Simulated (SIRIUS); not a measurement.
Crystal: Ce.

```
Ce
1.0
    -1.94330    1.94330    1.94330
     1.94330   -1.94330    1.94330
     1.94330    1.94330   -1.94330
Ce
1
Direct
  0.00000 0.00000 0.00000
```

This isn't the form of Ce at room conditions, which is fcc.

- Program: SIRIUS 7.12.0
- Task: single point
- Functional: PBE
- Potentials or basis: all-electron FP-LAPW
- Cutoff: 168 eV
- Basis: apw+lo standard
- k mesh: 10 × 10 × 10
- Occupations: fermi-dirac, width 0.05 eV
- Spin: collinear spin, ferromagnetic start
- Starting moments: [1.0] μB

On this cell: net moment 0.94 μB per cell; site moments Ce +0.72 μB; band gap on the k mesh none (metal or under the smearing width).

The same run follows on a disturbed copy (cell strained at random):

```xyz
1
Lattice="-1.9296 1.9884 1.9475 1.9109 -2.0060 1.9464 1.8962 1.9725 -1.9651" Properties=species:S:1:pos:R:3 pbc="T T T"
Ce    0.0058   -0.0056    0.0546
```

Question: What changes?

Answer: The energy (extrapolated to zero smearing) moves by -7.2 meV/atom; net moment 0.89 μB per cell; site moments Ce +0.69 μB; band gap on the k mesh none (metal or under the smearing width).

The energy falls, though the first cell shows no forces: that form is unstable against this distortion, unless noise or another electronic state is at work.

Caveats: the magnetic or orbital state may not be the lowest; spin-orbit coupling is left out, which moves the levels of the heavy elements.
